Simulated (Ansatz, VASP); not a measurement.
## Au in VASP and in Ansatz

```
Au
1.0
    -1.78985    1.78985    1.72356
     1.78985   -1.78985    1.72356
     1.78985    1.78985   -1.72356
Au
1
Direct
  0.00000 0.00000 0.00000
```

Change from the starting cell: strain +0.080 along x and y, +0.040 along z, atoms carried along.

Alike in both runs: task single point; functional PBEsol; k mesh 20 × 20 × 20; occupations gaussian, width 0.15 eV; no spin polarisation.

```csv
,VASP,Ansatz
version,VASP 6.6.1,Ansatz 0.2.0
potentials or method,"VASP PAW PBE potentials, release 64 (Au)","scalar-relativistic, plane waves, PAW"
plane-wave cutoff (eV),520,420
valence electrons in the cell,11,19
```

```csv
,VASP,Ansatz,Ansatz less VASP
gap on the k mesh at the Fermi level (eV),none,none,-
pressure (GPa),-20.6,-20.6,+0.01
largest component of the traceless stress (GPa),0.22,0.22,+0.001
```

A gap of «none» marks a metal or a gap that the smearing closes. The two sets of potentials don't hold the same shells in valence.

Caveats: so large a pressure means that the cell lies far from this level's equilibrium, or that cutoff or potentials fall short (VASP); the potentials were made for another functional, which shifts forces and pressure (VASP). Spin-orbit coupling is left out, which matters for the levels of Au.
